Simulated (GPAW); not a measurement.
Input of a GPAW 26.7.0 run:

File run.py:

```python
from ase import Atoms
from ase.calculators.mixing import SumCalculator
from ase.filters import FrechetCellFilter
from ase.io import write
from ase.optimize import BFGS
from dftd3.ase import DFTD3
from gpaw import GPAW, PW, setup_paths

setup_paths.insert(0, '.')

atoms = Atoms(['N', 'N', 'B', 'B'],
              cell=[[2.49824, 0.0, 0.0],
                    [-1.24912, 2.1635393048, 0.0],
                    [0.0, 0.0, 6.6357]],
              scaled_positions=[[0.6666666667, 0.3333333333, 0.25],
                                [0.3333333333, 0.6666666667, 0.75],
                                [0.6666666667, 0.3333333333, 0.75],
                                [0.3333333333, 0.6666666667, 0.25]],
              pbc=True)

calc = GPAW(mode=PW(800),
            xc='PBEsol',
            kpts={'size': (9, 9, 3), 'gamma': True},
            occupations={'name': 'fermi-dirac', 'width': 0.05},
            nbands=18,
            convergence={'density': 1e-05, 'forces': 0.0001},
            maxiter=150,
            txt='gpaw.txt')
atoms.calc = SumCalculator([calc, DFTD3(method='pbesol', damping='d3bj')])
opt = BFGS(FrechetCellFilter(atoms), trajectory='relax.traj', logfile='-')
done = opt.run(fmax=0.02, steps=60)
calc.write('gs.gpw')
write('result.traj', atoms)
print('Converged:', done)
print('Cell:', atoms.cell.cellpar().round(4))
print('Volume:', round(atoms.get_volume(), 4))
print(atoms.get_scaled_positions().round(5))
```

Potentials or basis: PAW data sets generated in the run's folder for this functional, pw.

Run with:

```bash
$ gpaw-setup -f PBEsol B N
$ OMP_NUM_THREADS=1 python run.py
```

What does it give for the relaxed volume?

8.42 Å³/atom.

Predict the dispersion energy per atom.

-0.108 eV.

What does it give for the relaxed cell?

a = 2.499 Å, b = 2.499 Å, c = 6.226 Å, α = 90.00°, β = 90.00°, γ = 120.00°.

Final structure:
```
CELL_PARAMETERS angstrom
2.49892 0.00000 0.00000
-1.24946 2.16413 0.00000
0.00000 0.00000 6.22594
ATOMIC_POSITIONS crystal
N 0.66667 0.33333 0.24992
N 0.33333 0.66667 0.75008
B 0.66667 0.33333 0.75018
B 0.33333 0.66667 0.24982
```

Caveat: later steps reuse the first step's grids.
